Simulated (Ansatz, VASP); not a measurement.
One calculation of MgB2, two programs

```xyz
3
Lattice="2.9820 0.0000 0.0000 -1.4910 2.5825 0.0000 0.0000 0.0000 3.3593" Properties=species:S:1:pos:R:3 pbc="T T T"
Mg    0.0000    0.0000    0.0000
B     0.0000    1.7217    1.6797
B     1.4910    0.8608    1.6797
```

Alike in both runs: task relaxation of shape and atoms at fixed volume; functional PBEsol; k mesh 18 × 18 × 12; occupations gaussian, width 0.1 eV; no spin polarisation.

```csv
,VASP,Ansatz
version,VASP 6.6.1,Ansatz 0.2.0
potentials or method,"VASP PAW PBE potentials, release 64 (Mg, B)","scalar-relativistic, plane waves, PAW"
plane-wave cutoff (eV),600,420
valence electrons in the cell,8,16
```

|  | VASP | Ansatz | Ansatz less VASP |
| --- | --- | --- | --- |
| gap on the k mesh at the Fermi level, each at its own relaxed structure (eV) | none | none | - |
| relaxed volume (Å³/atom) | 8.62 | 8.62 | 0.000 |
| relaxed cell length with the largest relative difference (Å) | 3.344 | 3.344 | +0.0008 |

A gap of «none» marks a metal or a gap that the smearing closes. The two sets of potentials don't hold the same shells in valence.

Caveats: the PAW data sets were made with another functional, which shifts forces and pressure a little (VASP).
